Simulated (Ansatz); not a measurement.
# Phases of In at 1.1 GPa

Structure types of In are relaxed in primitive cells with their symmetry kept at 1.1 GPa, first on PAW files, then by LAPW. The enthalpy is E + pV at zero temperature, without zero-point motion. Only the types listed were tried, and differences under about 5 meV/atom are mesh noise. Not among the end structures: fcc, which may lie lower.

Level of theory: DFT with PBE, scalar-relativistic, in Ansatz 0.2.0; Fermi–Dirac smearing of 0.08 eV, no spin polarisation. LAPW: all electrons, basis error target 0.5 meV/atom; PAW: frozen-core files, cutoff 420 eV.

k meshes: bcc 14×14×14, hcp 13×13×7, sc 13×13×13, diamond 10×10×10, omega 7×7×10.

Question: Which type is lowest in enthalpy, and by how much?

Answer: hcp, 2 meV/atom below omega, which is within the noise of the k meshes. The whole table:

```json
{"start type": "bcc", "ends as": "bcc, Im-3m", "a, b, c (Å)": "3.778, 3.778, 3.778", "V (Å³/atom)": "26.95", "H − H(lowest), LAPW (meV/atom)": "6.3", "same, PAW": "6.3"}
{"start type": "hcp", "ends as": "hcp, P6_3/mmc", "a, b, c (Å)": "3.405, 3.405, 5.367", "V (Å³/atom)": "26.94", "H − H(lowest), LAPW (meV/atom)": "0.0", "same, PAW": "0.0"}
{"start type": "sc", "ends as": "sc, Pm-3m", "a, b, c (Å)": "3.058, 3.058, 3.058", "V (Å³/atom)": "28.59", "H − H(lowest), LAPW (meV/atom)": "108.8", "same, PAW": "108.7"}
{"start type": "diamond", "ends as": "diamond, Fd-3m", "a, b, c (Å)": "6.638, 6.638, 6.638", "V (Å³/atom)": "36.56", "H − H(lowest), LAPW (meV/atom)": "399.0", "same, PAW": "398.7"}
{"start type": "omega", "ends as": "omega, P6/mmm", "a, b, c (Å)": "5.332, 5.332, 3.302", "V (Å³/atom)": "27.10", "H − H(lowest), LAPW (meV/atom)": "1.7", "same, PAW": "1.6"}
```
